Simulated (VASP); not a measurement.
Wanted: the native input for a VASP 6.6.1 run.

| Item | Value |
| --- | --- |
| Task | single point |
| Functional | PBEsol |
| Potentials or basis | VASP PAW PBE potentials, release 64 (Ta_pv, N) |
| Cutoff | 520 eV |
| k mesh | 18 × 18 × 14 |
| Occupations | gaussian, width 0.1 eV |
| Spin | no spin polarisation |
| Dipole correction | no |
| Further INCAR settings | ALGO = Normal; EDIFF = 1e-07; NBANDS = 15 |

The structure of TaN lies in POSCAR:

```
TaN
1.0
    2.9239890448      0.0000000000      0.0000000000
   -1.4619945224      2.5322487932      0.0000000000
    0.0000000000      0.0000000000      2.8707276426
Ta N
1 1
Direct
    0.3333333333      0.6666666667      0.5000000000
    0.0000000000      0.0000000000      0.0000000000
```

One way to write it, as run:

INCAR

```
ALGO = Normal
EDIFF = 1E-7
ENCUT = 520
GGA = PS
ISIF = 2
ISMEAR = 0
LASPH = T
LCHARG = T
LELF = T
LREAL = F
LVHAR = T
LWAVE = F
NBANDS = 15
NELM = 100
PREC = Accurate
SIGMA = 0.1
```

KPOINTS

```
k-points
0
Gamma
  18 18 14
```

Potentials or basis: VASP PAW PBE potentials, release 64 (Ta_pv, N).

The run is started by

```console
$ cat potpaw_PBE.64/Ta_pv/POTCAR potpaw_PBE.64/N/POTCAR > POTCAR
$ mpirun -np 1 vasp_std > vasp.out
```

It gave:

```json
{
 "Pressure": "0.8 GPa",
 "Band gap on the k mesh": "none (metal or under the smearing width)"
}
```

Caveat: the PAW data sets were made with another functional, which shifts forces and pressure a little.

It took 28 s on 1 thread of Intel(R) Xeon(R) 6975P-C (Granite Rapids) (shared host), peak memory 0.21 GiB.
